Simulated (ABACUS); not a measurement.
NaCl:

```xyz
2
Lattice="0.0000 2.7941 2.7941 2.7941 0.0000 2.7941 2.7941 2.7941 0.0000" Properties=species:S:1:pos:R:3 pbc="T T T"
Cl    2.7941    2.7941    2.7941
Na    0.0000    0.0000    0.0000
```

The cell is a database's computed one.

Base run:

| Item | Value |
| --- | --- |
| Program | ABACUS 3.10.1 |
| Functional | M06-L |
| Potentials or basis | SG15 ONCV 1.2 PBE |
| Cutoff | 1401 eV |
| Density cutoff | 5606 eV |
| Basis | plane waves |
| k mesh | 5 × 5 × 5 |
| Occupations | fermi-dirac, width 0.05 eV |
| Spin | no spin polarisation |

Its results: band gap on the k mesh 6.02 eV, direct; pressure 1.9 GPa.

Problem. The run is repeated on the same cell with these changes: functional from M06-L to TM. What comes out?

Solution. Band gap on the k mesh 5.35 eV, direct; pressure -0.6 GPa.

Caveats: the potentials were made for another functional, which shifts forces and pressure; an odd mesh through Γ misses points on the zone boundary, where band edges often lie.

Not every run made on this cell is shown here.
